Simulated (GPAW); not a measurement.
Set up this calculation in GPAW 26.7.0, as an ASE script.

* Task: band structure
* Functional: PBEsol
* Potentials or basis: PAW data sets generated in the run's folder for this functional
* Cutoff: 600 eV
* Basis: pw
* k mesh: 7 × 7 × 7
* Occupations: fermi-dirac, width 0.05 eV
* Spin: spin-orbit coupling, no magnetisation
* Maxiter: 150
* Band path: GXWKGLUWLK,UX
* Band points: 80
* spin axis theta (degrees): 0
* spin axis phi (degrees): 0
* Soc after scf: second variation

Crystal: CdTe.

```
CELL_PARAMETERS angstrom
0.00000 3.20500 3.20500
3.20500 0.00000 3.20500
3.20500 3.20500 0.00000
ATOMIC_POSITIONS crystal
Te 0.75000 0.75000 0.75000
Cd 0.00000 0.00000 0.00000
```

These files were run (other wordings do the same):

run.py

```python
import numpy as np
from ase import Atoms
from ase.dft.bandgap import bandgap
from ase.io import write
from ase.units import GPa
from gpaw import GPAW, PW, setup_paths
from gpaw.spinorbit import soc_eigenstates

setup_paths.insert(0, '.')

atoms = Atoms(['Te', 'Cd'],
              cell=[[0.0, 3.205, 3.205],
                    [3.205, 0.0, 3.205],
                    [3.205, 3.205, 0.0]],
              scaled_positions=[[0.75, 0.75, 0.75],
                                [0.0, 0.0, 0.0]],
              pbc=True)

calc = GPAW(mode=PW(600),
            xc='PBEsol',
            kpts={'size': (7, 7, 7), 'gamma': True},
            occupations={'name': 'fermi-dirac', 'width': 0.05},
            nbands=18,
            convergence={'density': 1e-05, 'energy': 1e-05},
            maxiter=150,
            txt='gpaw.txt')
atoms.calc = calc
energy = atoms.get_potential_energy()
forces = atoms.get_forces()
stress = atoms.get_stress()
calc.write('gs.gpw')
write('result.traj', atoms)
print(f'Energy: {energy:.6f} eV')
print('Forces (eV/A):')
print(forces.round(4))
print('Stress (GPa):', (stress / GPa).round(3))
print('Fermi level:', round(calc.get_fermi_level(), 4), 'eV')
print(f'Gap: {bandgap(calc)[0]:.4f} eV, direct: {bandgap(calc, direct=True)[0]:.4f} eV')

path = atoms.cell.bandpath('GXWKGLUWLK,UX', npoints=80, eps=1e-4)
bs_calc = calc.fixed_density(kpts=path, symmetry='off', nbands=31,
                             convergence={'bands': 'CBM+6.0', 'eigenstates': 1e-6}, txt='bands.txt')
bs = bs_calc.band_structure()
bs.write('bs.json')
print(f'Gap on the path: {bandgap(bs_calc)[0]:.4f} eV')

soc = soc_eigenstates(bs_calc, theta=0, phi=0)
np.savetxt('soc_bands.dat', soc.eigenvalues(), fmt='%.4f')
mesh = soc_eigenstates('gs.gpw', theta=0, phi=0)
np.savetxt('soc_mesh.dat', mesh.eigenvalues(), fmt='%.4f')
print('Fermi level with spin-orbit coupling:', round(mesh.fermi_level, 4), 'eV')
```

Potentials or basis: PAW data sets generated in the run's folder for this functional, pw.

Run with:

```sh
$ gpaw-setup -f PBEsol Cd Te
$ OMP_NUM_THREADS=1 python run.py
```

It gave:

```json
{"Pressure": "1.3 GPa", "Band gap on the k mesh": "0.43 eV, direct", "Band gap along the path": "0.44 eV, direct"}
```

Caveat: spin-orbit coupling was added after a scalar SCF, so levels and gaps hold it while energy, forces, pressure and moments don't; this program's spin-orbit splittings come out too wide for heavy elements.

Run time: 91 s on 1 thread of Intel(R) Xeon(R) Platinum 8259CL CPU @ 2.50GHz (Skylake/Cascade Lake), with other jobs on the host, peak memory 0.35 GiB.
